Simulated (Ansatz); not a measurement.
## Relaxing InP3

Theory: DFT r2SCAN, scalar-relativistic, plane waves, PAW (Ansatz 0.2.0). Run with 500 eV cutoff, 6×6×6 k-mesh, Gaussian smearing of 0.10 eV, no spin polarisation.

What was changed: 0 of 4 In sites taken by Ga, cell and atoms relaxed.

Command:

```bash
ansatz run input.yaml --threads 2 --pin off --max-ram 5120MiB --backend cpu --events-out ev --progress --plain --runs-dir out
```

Input:

```yaml
crystal:
  lattice:
    - [-7.482997885, 0.0, 0.0]
    - [-3.7414989425, 6.4804662648, 0.0]
    - [-3.7414989425, 2.1601554216, -6.7385039742]
  atoms:
    - { symbol: In, position: [0.6351259964, 0.6351259964, 0.0946220108] }
    - { symbol: In, position: [0.1351259964, 0.1351259964, 0.5946220108] }
    - { symbol: In, position: [0.8648740036, 0.8648740036, 0.4053779892] }
    - { symbol: In, position: [0.3648740036, 0.3648740036, 0.9053779892] }
    - { symbol: P, position: [0.622348844, 0.622348844, 0.5793617724] }
    - { symbol: P, position: [0.122348844, 0.122348844, 0.0793617724] }
    - { symbol: P, position: [0.622348844, 0.1759405395, 0.5793617724] }
    - { symbol: P, position: [0.122348844, 0.6759405395, 0.0793617724] }
    - { symbol: P, position: [0.1759405395, 0.622348844, 0.5793617724] }
    - { symbol: P, position: [0.6759405395, 0.122348844, 0.0793617724] }
    - { symbol: P, position: [0.877651156, 0.877651156, 0.9206382276] }
    - { symbol: P, position: [0.377651156, 0.377651156, 0.4206382276] }
    - { symbol: P, position: [0.3240594605, 0.877651156, 0.9206382276] }
    - { symbol: P, position: [0.8240594605, 0.377651156, 0.4206382276] }
    - { symbol: P, position: [0.877651156, 0.3240594605, 0.9206382276] }
    - { symbol: P, position: [0.377651156, 0.8240594605, 0.4206382276] }
basis:
  ecutwfc: 500
kpoints:
  mp_grid: { grid: [6, 6, 6] }
hamiltonian:
  xc: r2scan
scf:
  occupations: { method: gaussian, width: 0.1 }
output:
  forces: true
  stress: true
  eigenvalues: true
relax:
  adjacent_minimum: "off"
  f_tol: 0.015
  max_steps: 60
  cell: { stress_tol: 0.15 }
```

F is the free energy. Steps run on the plane waves of an earlier cell, but the last one, and at times one on the way, on a freshly chosen basis, so a repeated geometry can differ a little in energy.

Steps:

```json
{"step": "1", "F − F(1) (eV)": "0.0000", "largest force component (eV/Å)": "0.037", "V (Å³/atom)": "20.423", "P (GPa)": "-0.07"}
{"step": "2", "F − F(1) (eV)": "-0.0004", "largest force component (eV/Å)": "0.017", "V (Å³/atom)": "20.399", "P (GPa)": "-0.04"}
{"step": "3", "F − F(1) (eV)": "-0.0010", "largest force component (eV/Å)": "0.003", "V (Å³/atom)": "20.397", "P (GPa)": "0.00"}
{"step": "4", "F − F(1) (eV)": "-0.0009", "largest force component (eV/Å)": "0.003", "V (Å³/atom)": "20.397", "P (GPa)": "0.00"}
```

Relaxed structure:

```cif
data_structure
_symmetry_space_group_name_H-M 'P 1'
_symmetry_Int_Tables_number 1
_cell_length_a 7.4844
_cell_length_b 7.4844
_cell_length_c 7.9954
_cell_angle_alpha 62.092
_cell_angle_beta 62.092
_cell_angle_gamma 60.000
_cell_volume 326.34
loop_
_atom_site_label
_atom_site_type_symbol
_atom_site_fract_x
_atom_site_fract_y
_atom_site_fract_z
_atom_site_occupancy
In1 In 0.63550 0.63550 0.09349 1
In2 In 0.13550 0.13550 0.59349 1
In3 In 0.86450 0.86450 0.40651 1
In4 In 0.36450 0.36450 0.90651 1
P1 P 0.62241 0.62241 0.57932 1
P2 P 0.12241 0.12241 0.07932 1
P3 P 0.62241 0.17587 0.57932 1
P4 P 0.12241 0.67587 0.07932 1
P5 P 0.17587 0.62241 0.57932 1
P6 P 0.67587 0.12241 0.07932 1
P7 P 0.87759 0.87759 0.92068 1
P8 P 0.37759 0.37759 0.42068 1
P9 P 0.32413 0.87759 0.92068 1
P10 P 0.82413 0.37759 0.42068 1
P11 P 0.87759 0.32413 0.92068 1
P12 P 0.37759 0.82413 0.42068 1
```

The structure is trigonal, space group R-3m (No. 166). Conventional cell: a = 7.484 Å, b = 7.484 Å, c = 10.091 Å, α = 90.00°, β = 90.00°, γ = 120.00°. Around In (site symmetry 3m) lie 6 P at 2.66 to 2.93 Å. P (site symmetry m) has 2 P at 2.21 Å as nearest neighbours.

The run converged. The run took 9.8 min on 2 threads of AMD EPYC (Zen 3), with other jobs on the host, peak memory 2 GiB.